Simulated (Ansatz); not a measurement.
Relaxed LaAlO₃ (cubic perovskite):

```
LaAlO3
1.0
    3.77165     0.00000     0.00000
    0.00000     3.77165     0.00000
    0.00000     0.00000     3.77165
La Al O
1 1 3
Direct
  0.50000   0.50000   0.50000
  0.00000   0.00000   0.00000
  0.00000   0.50000   0.00000
  0.50000   0.00000   0.00000
  0.00000   0.00000   0.50000
```

In this cell atom 3 (O, nearest neighbour Al at 1.886 Å; its periodic images, 3.8 Å or more away, move with it) is moved by s along Cartesian z, unit vector (0.000, 0.000, 1.000); all other atoms and the cell stay fixed.

Level of theory: PBEsol (plane waves to 420 eV, PAW, scalar-relativistic; Ansatz, a first-principles code). k mesh 7×7×7 (Γ-centred), Fermi-Dirac smearing 0.05 eV. Energies are smeared free energies. Stress and pressure are positive under compression. F∥ is the force on the atom along that direction. LaAlO3 is run without spin polarisation. LaAlO3 was relaxed with its symmetry unable to fall. This is a high-temperature form of LaAlO3. ΔE is measured from the undisplaced structure.

| s (Å) | ΔE (meV/cell) | P (GPa) | F∥ (eV/Å) |
|---|---|---|---|
| -0.380 | 427 | 2.92 | 2.411 |
| -0.304 | 266 | [?] | 1.836 |
| -0.228 | 146 | 1.03 | 1.319 |
| -0.152 | 64 | 0.45 | 0.851 |
| -0.076 | [?] | 0.11 | 0.416 |
| 0.000 | 0 | 0.00 | 0.000 |
| 0.076 | [?] | 0.11 | -0.416 |
| 0.152 | 64 | 0.45 | -0.851 |
| 0.228 | 146 | 1.03 | -1.319 |
| 0.304 | 266 | [?] | -1.836 |
| 0.380 | 427 | 2.92 | -2.411 |

### Question
Fill in the missing entries.

### Answer

- -0.304, P (GPa): 1.85
- -0.076, ΔE (meV/cell): 16
- 0.076, ΔE (meV/cell): 16
- 0.304, P (GPa): 1.85

(A displaced cell: forces are minus the slopes of the energy, force constants its curvatures, and phonons follow from these.)
